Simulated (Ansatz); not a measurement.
## A defect in a wire: zigzag graphene nanoribbon (N = 4, H edges), B and B in place of neighbours C and C

Wanted: the relaxed defect and the transmission past it, beside the channels of the perfect wire.

Calculated with Ansatz 0.2.0; DFT PBE, plane waves, PAW; relaxation of a wire's period, in the first sound run; inputs show where later runs differ.

This is a report of a sequence of runs, with most program output left out.

## (1) The structure

The cell holds 10 atoms: 2 H and 8 C. Its edges and angles: a = 16.240 Å, b = 7.000 Å, c = 2.460 Å, α = 90.0°, β = 90.0°, γ = 90.0°. Vacuum lies along a and b. The structure's axis is c.

## (2) Relaxation of atoms and period

Band widths follow the bond lengths, so the wire is relaxed first. The atoms and the third cell vector are free; the box across stays fixed as vacuum. Moments are seeded so that a magnetic state can form if it lies lower. A Fermi-Dirac smearing is set since the result may be a metal. The pressure printed is a third of the stress's trace over the whole box, vacuum included; only the stress along the axis is relaxed.

Contents of input.yaml:

```yaml
crystal:
  lattice:
    - [16.24, 0.0, 0.0]
    - [0.0, 7.0, 0.0]
    - [0.0, 0.0, 2.4595121467]
  atoms:
    - { symbol: H, position: [0.215517241, 0.5, 0.0] }
    - { symbol: C, position: [0.281403941, 0.5, 0.0], spin: 0.5 }
    - { symbol: C, position: [0.456280788, 0.5, 0.0] }
    - { symbol: C, position: [0.543719212, 0.5, 0.0] }
    - { symbol: C, position: [0.718596059, 0.5, 0.0], spin: -0.5 }
    - { symbol: H, position: [0.784482759, 0.5, 0.0] }
    - { symbol: C, position: [0.325123153, 0.5, 0.5] }
    - { symbol: C, position: [0.412561576, 0.5, 0.5] }
    - { symbol: C, position: [0.587438424, 0.5, 0.5] }
    - { symbol: C, position: [0.674876847, 0.5, 0.5] }
magnetization:
  spin_polarized: true
kpoints:
  mp_grid: { grid: [1, 1, 33] }
scf:
  occupations: { method: fermi_dirac, width: 0.05 }
hamiltonian:
  xc: pbe
relax:
  cell: { fix: [a, b, alpha, beta, gamma] }
  max_steps: 60
```

Started as:

```
$ ansatz run input.yaml --threads 4 --pin off --max-ram 16384MiB --backend cpu --events-out ev --progress --plain --runs-dir out
```

Wall time 53 s (4 threads of Arm Neoverse V1, shared host); peak memory 0.67 GiB; 3.5 min of CPU time.

Relaxation path:

| step | energy less that of the first step (eV) | largest force component (eV/Å) | pressure (GPa) | volume (Å³) |
| --- | --- | --- | --- | --- |
| 1 | 0.0000 | 1.6369 | 0.54 | 279.60 |
| 2 | -0.0490 | 0.7862 | 0.17 | 279.98 |
| 3 | -0.0621 | 0.0385 | 0.11 | 279.81 |
| 4 | -0.0620 | 0.0066 | 0.00 | 280.05 |
| 5 | -0.0621 | 0.0026 | 0.04 | 279.99 |
| 6* | -0.0624 | 0.0027 | 0.04 | 279.99 |

Relaxation steps marked * repeat the geometry before them on a plane-wave basis chosen anew for their cell, so energy and pressure can jump there.

Forces are held to the 4 operations that the run works with; a distortion that breaks them can't arise in this run.

| cell as run | before | after | change |
| --- | --- | --- | --- |
| c (Å) | 2.460 | 2.463 | +0.1 % |

The atoms that moved most (Å, along periodic axes as changes of fractional coordinates times the final cell, across vacuum about the mean position):

| atom | dx | dy | dz | length |
| --- | --- | --- | --- | --- |
| C10 | 0.028 | 0.000 | 0.000 | 0.028 |
| C7 | -0.028 | 0.000 | 0.000 | 0.028 |
| H6 | 0.021 | 0.000 | 0.000 | 0.021 |
| H1 | -0.021 | 0.000 | 0.000 | 0.021 |
| C3 | -0.008 | 0.000 | 0.000 | 0.008 |
| C4 | 0.008 | 0.000 | 0.000 | 0.008 |

This step gave:

```
energy at zero smearing    : -2038.8737 eV
absolute moment            : 0.7516 μB
cell length along the wire : 2.463 Å
```

The cell's length comes to 2.463 Å with an absolute moment of 0.75 μB a cell.

## (3) The wire at its relaxed period

This step: DFT PBE, plane waves, PAW; channels and complex bands of a perfect wire (Ansatz 0.2.0).

At the relaxed period the Bloch states of the perfect wire are found at each energy: those that move forward count the open channels, and those that decay describe how a disturbance dies away inside the wire itself. An energy step of 0.035 eV is under the 0.039 eV that the program asks for its thermal average at 300 K.

Contents of input.yaml:

```yaml
crystal:
  lattice:
    - [16.24, 0.0, 0.0]
    - [0.0, 7.0, 0.0]
    - [0.0, 0.0, 2.4629816094]
  atoms:
    - { symbol: H, position: [0.21419795, 0.5, 0.0] }
    - { symbol: C, position: [0.281445858, 0.5, 0.0], spin: 0.16 }
    - { symbol: C, position: [0.455799875, 0.5, 0.0] }
    - { symbol: C, position: [0.544200069, 0.5, 0.0] }
    - { symbol: C, position: [0.718554169, 0.5, 0.0], spin: -0.16 }
    - { symbol: H, position: [0.785802105, 0.5, 0.0] }
    - { symbol: C, position: [0.323388452, 0.5, 0.5], spin: -0.07 }
    - { symbol: C, position: [0.412357155, 0.5, 0.5], spin: 0.08 }
    - { symbol: C, position: [0.587642812, 0.5, 0.5], spin: -0.08 }
    - { symbol: C, position: [0.676611555, 0.5, 0.5], spin: 0.07 }
magnetization:
  spin_polarized: true
kpoints:
  mp_grid: { grid: [1, 1, 33] }
scf:
  occupations: { method: fermi_dirac, width: 0.05 }
hamiltonian:
  xc: pbe
output:
  transmission:
    e_range: [-1.26, 1.26]
    de: 0.035
    kmesh: [1, 1]
    reduced_basis: true
    leads: [[0, 0]]
basis:
  ecutwfc: "350 eV"
```

The job ended after 38 min (4 threads; peak memory 5.3 GiB).

Numbers from this step:

| Property | Result |
| --- | --- |
| energy at zero smearing | -2038.6441 eV |
| absolute moment | 0.7505 μB |
| channels at the energy nearest the Fermi level, spin up | 0 |
| channels at the energy nearest the Fermi level, spin down | 0 |
| conductance of the lead as this run defines it | 1.14e-4 G₀ |
| slowest decay in the lead at the energy nearest the Fermi level | 0.0704 Å⁻¹ |

Table of open channels of the lead by energy, zero at the Fermi level:

| energy (eV) | spin up | spin down |
| --- | --- | --- |
| -1.26 | 1 | 1 |
| -1.19 | 1 | 1 |
| -1.08 | 1 | 1 |
| -1.01 | 1 | 1 |
| -0.91 | 1 | 1 |
| -0.84 | 1 | 1 |
| -0.73 | 1 | 1 |
| -0.67 | 1 | 1 |
| -0.56 | 1 | 1 |
| -0.49 | 1 | 1 |
| -0.39 | 2 | 2 |
| -0.32 | 2 | 2 |
| -0.21 | 0 | 0 |
| -0.14 | 0 | 0 |
| -0.04 | 0 | 0 |
| 0.00 | 0 | 0 |
| 0.04 | 0 | 0 |
| 0.14 | 0 | 0 |
| 0.21 | 0 | 0 |
| 0.32 | 1 | 1 |
| 0.39 | 1 | 1 |
| 0.49 | 1 | 1 |
| 0.56 | 1 | 1 |
| 0.67 | 1 | 1 |
| 0.73 | 1 | 1 |
| 0.84 | 1 | 1 |
| 0.91 | 1 | 1 |
| 1.01 | 1 | 1 |
| 1.08 | 1 | 1 |
| 1.19 | 1 | 1 |
| 1.26 | 1 | 1 |

Spin up; the slowest values at each energy, most degenerate partners merged, listed up to 1.5 1/Å. The Im kz of the slowest decaying states by energy, zero at the Fermi level:

| energy (eV) | decay 1 (Å⁻¹) | decay 2 (Å⁻¹) | decay 3 (Å⁻¹) | decay 4 (Å⁻¹) |
| --- | --- | --- | --- | --- |
| -1.26 | 0.130 | 0.161 | 0.383 | 0.433 |
| -1.16 | 0.135 | 0.162 | 0.390 | 0.437 |
| -1.05 | 0.139 | 0.161 | 0.396 | 0.440 |
| -0.94 | 0.140 | 0.158 | 0.401 | 0.443 |
| -0.84 | 0.139 | 0.153 | 0.407 | 0.447 |
| -0.77 | 0.138 | 0.149 | 0.410 | 0.449 |
| -0.67 | 0.133 | 0.138 | 0.415 | 0.451 |
| -0.56 | 0.120 | 0.125 | 0.420 | 0.454 |
| -0.46 | 0.0748 | 0.113 | 0.424 | 0.457 |
| -0.35 | 0.117 | 0.428 | 0.459 | 0.476 |
| -0.24 | 0.0256 | 0.130 | 0.432 | 0.461 |
| -0.14 | 0.0587 | 0.134 | 0.436 | 0.463 |
| -0.04 | 0.0691 | 0.134 | 0.440 | 0.465 |
| 0.00 | 0.0704 | 0.132 | 0.441 | 0.466 |
| 0.04 | 0.0708 | 0.130 | 0.442 | 0.466 |
| 0.14 | 0.0662 | 0.119 | 0.445 | 0.468 |
| 0.24 | 0.0438 | 0.0863 | 0.448 | 0.469 |
| 0.35 | 0.0886 | 0.110 | 0.451 | 0.471 |
| 0.46 | 0.111 | 0.134 | 0.453 | 0.472 |
| 0.56 | 0.122 | 0.145 | 0.456 | 0.473 |
| 0.67 | 0.129 | 0.151 | 0.458 | 0.474 |
| 0.77 | 0.132 | 0.155 | 0.460 | 0.474 |
| 0.84 | 0.133 | 0.156 | 0.461 | 0.474 |
| 0.94 | 0.133 | 0.156 | 0.463 | 0.475 |
| 1.05 | 0.130 | 0.155 | 0.464 | 0.475 |
| 1.16 | 0.126 | 0.152 | 0.466 | 0.475 |
| 1.26 | 0.120 | 0.147 | 0.467 | 0.474 |

Spin down; the slowest values at each energy, most degenerate partners merged, listed up to 1.5 1/Å. Im kz of the slowest decaying states against energy, zero at the Fermi level:

| energy (eV) | decay 1 (Å⁻¹) | decay 2 (Å⁻¹) | decay 3 (Å⁻¹) | decay 4 (Å⁻¹) |
| --- | --- | --- | --- | --- |
| -1.190 | 0.134 | 0.162 | 0.388 | 0.435 |
| -1.015 | 0.139 | 0.160 | 0.398 | 0.441 |
| -0.805 | 0.139 | 0.151 | 0.408 | 0.448 |
| -0.595 | 0.127 | 0.128 | 0.418 | 0.453 |
| -0.385 | 0.111 | 0.427 | 0.458 | 0.476 |
| -0.210 | 0.0424 | 0.132 | 0.434 | 0.462 |
| 0.000 | 0.0704 | 0.132 | 0.441 | 0.466 |
| 0.210 | 0.0555 | 0.103 | 0.447 | 0.469 |
| 0.385 | 0.0985 | 0.121 | 0.452 | 0.471 |
| 0.595 | 0.125 | 0.147 | 0.456 | 0.473 |
| 0.805 | 0.133 | 0.156 | 0.461 | 0.474 |
| 1.015 | 0.131 | 0.155 | 0.464 | 0.475 |
| 1.190 | 0.124 | 0.150 | 0.466 | 0.475 |

By hand: the program gives 7.7957 × 10^9 S/m² over the cell's cross-section of 113.68 Å² = 1.137 × 10^-18 m², so one cell conducts 8.862 × 10^-9 S. Divided by G0 = 2e²/h = 7.748 × 10^-5 S this is 1.1e-4 G0, a resistance of 1.1e5 kΩ.

At the computed energy nearest the Fermi level there are 0 spin-up and 0 spin-down channels, and the thermal average gives 1.1e-4 G₀.

## (4) Relaxation of the scattering region

This step: DFT PBE, plane waves, PAW; relaxation of a junction in a wire, ends held (Ansatz 0.2.0).

System of this step: zigzag graphene nanoribbon (N = 4, H edges), B and B in place of neighbours C and C. The cell holds 90 atoms: 18 H, 70 C and 2 B. Cell: a = 16.240 Å, b = 7.000 Å, c = 22.167 Å, α = 90.0°, β = 90.0°, γ = 90.0°. Regions: held atoms, 60 atoms (12 H and 48 C); free atoms, 30 atoms (6 H, 22 C and 2 B). Vacuum lies along a and b. The structure's axis is c.

30 atoms at the defect are free to relax, while 60 stay where the perfect wire has them, so that the ends still repeat as a lead. The cutoff is set under the files' recommended one to save time.

Contents of input.yaml:

```yaml
crystal:
  lattice:
    - [16.24, 0.0, 0.0]
    - [0.0, 7.0, 0.0]
    - [0.0, 0.0, 22.1668344848]
  atoms:
    - { symbol: H, position: [0.21419795, 0.5, 0.0] }
    - { symbol: C, position: [0.281445858, 0.5, 0.0], spin: 0.16 }
    - { symbol: C, position: [0.455799875, 0.5, 0.0] }
    - { symbol: C, position: [0.544200069, 0.5, 0.0] }
    - { symbol: C, position: [0.718554169, 0.5, 0.0], spin: -0.16 }
    - { symbol: H, position: [0.785802105, 0.5, 0.0] }
    - { symbol: C, position: [0.323388452, 0.5, 0.055555556], spin: -0.07 }
    - { symbol: C, position: [0.412357155, 0.5, 0.055555556], spin: 0.08 }
[... 78 atom lines left out ...]
    - { symbol: C, position: [0.323388452, 0.5, 0.944444444], spin: -0.07 }
    - { symbol: C, position: [0.412357155, 0.5, 0.944444444], spin: 0.08 }
    - { symbol: C, position: [0.587642812, 0.5, 0.944444444], spin: -0.08 }
    - { symbol: C, position: [0.676611555, 0.5, 0.944444444], spin: 0.07 }
magnetization:
  spin_polarized: true
kpoints:
  mp_grid: { grid: [1, 1, 2] }
scf:
  occupations: { method: fermi_dirac, width: 0.1 }
hamiltonian:
  xc: pbe
relax:
  constraints:
    - { sites: [0, 1, 2, 3, 4, 5, 6, 7, 8, 9, 10, 11, 12, 13, 14, 15, 16, 17, 18, 19, 20, 21, 22, 23, 24, 25, 26, 27, 28, 29, 60, 61, 62, 63, 64, 65, 66, 67, 68, 69, 70, 71, 72, 73, 74, 75, 76, 77, 78, 79, 80, 81, 82, 83, 84, 85, 86, 87, 88, 89] }
  f_tol: 0.06
  max_steps: 35
basis:
  ecutwfc: "350 eV"
```

Wall time 6.3 min (4 threads); peak memory 7.2 GiB; 24 min of CPU time.

Relaxation path:

| step | energy less that of the first step (eV) | largest force component (eV/Å) |
| --- | --- | --- |
| 1 | 0.0000 | 3.7912 |
| 2 | -0.9370 | 1.4492 |
| 3 | -1.1113 | 0.2386 |
| 4 | -1.1066 | 0.2061 |
| 5 | -1.1153 | 0.0365 |

Relaxation step 4 was tried and not accepted.

The run keeps the 2 symmetry operations that it works with, so distortions that break them were not tested.

The atoms that moved most (Å):

| atom | dx | dy | dz | length |
| --- | --- | --- | --- | --- |
| H51 | -0.135 | 0.000 | 0.165 | 0.213 |
| C47 | -0.194 | 0.000 | 0.021 | 0.195 |
| H41 | -0.119 | 0.000 | -0.119 | 0.169 |
| C52 | -0.135 | 0.000 | 0.041 | 0.141 |
| B48 | -0.112 | 0.000 | 0.051 | 0.123 |
| C42 | -0.117 | 0.000 | -0.021 | 0.118 |
| C38 | -0.049 | 0.000 | -0.070 | 0.085 |
| C44 | 0.075 | 0.000 | -0.020 | 0.078 |

Numbers from this step:

```
energy at zero smearing : -18154.8757 eV
total moment            : -0.6490 μB
absolute moment         : 3.995 μB
```

The largest force component on a free atom ends at 0.037 eV/Å, under the limit of 0.06. The first B ends nearest to C at 1.47 Å, C at 1.50 Å and B at 1.57 Å.

(Continued in part 2 of 2.)

[Logs are printed without paths, hosts, clocks, repeated set-up lines and the standing remarks that a program may print on its own settings, such as how far it seeks lower states.]

[Hosts, paths, dates, database ids (printed as entryN), source tags and the programs' standing remarks are cut or masked in the printed files.]
